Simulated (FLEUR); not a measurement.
**PbSe (Clausthalite) under changes of volume**

One of the cells (28.671 Å³/atom); the others are scaled copies at fixed shape and fractional positions:

```xyz
2
Lattice="0.0000 3.0606 3.0606 3.0606 0.0000 3.0606 3.0606 3.0606 0.0000" Properties=species:S:1:pos:R:3 pbc="T T T"
Pb    0.0000    0.0000    0.0000
Se    3.0606    3.0606    3.0606
```

| Property | Result |
| --- | --- |
| Program | FLEUR MaX-R8.1 (later development tree) |
| Functional | r2SCAN |
| Potentials or basis | all-electron |
| Basis | FLAPW |
| Kmax | 4.1 1/bohr |
| k mesh | 8 × 8 × 8 |
| Occupations | fermi-dirac, width 0.05 eV |
| Spin | no spin polarisation |

| volume (Å³/atom) | energy over the lowest point (meV/atom) | gap on the mesh (eV) |
| --- | --- | --- |
| 26.951 | 41.08 | 0.35 |
| 27.524 | 23.51 | 0.43 |
| 28.671 | ? | ? |
| 29.818 | 0.00 | 0.71 |
| 30.391 | 3.52 | 0.76 |

Problem. What does the run at 28.671 Å³/atom give?

Solution. Energy over the lowest point 3.34 meV/atom; gap on the mesh 0.58 eV.

Worked out: A Birch-Murnaghan fit of order 2 (a polynomial in V^(-2/3)) to the other rows has its minimum at 29.50 Å³/atom with B0 = V·E''(V) = 52 GPa. It gives 3.36 meV/atom at 28.671 Å³/atom, against the run's 3.34. A straight line through the other rows of the gap, of slope 3.44 eV per unit of ln V (its deformation potential), gives 0.57 eV, against the run's 0.58.

Energies are extrapolated to zero smearing.

Caveats: the meta-GGA is that of a development version, with a GGA for the radial functions and cores and without core tails; spin-orbit coupling is left out, which as a rule narrows the gap of such compounds by several tenths of an eV.

A mesh can miss the band edges.
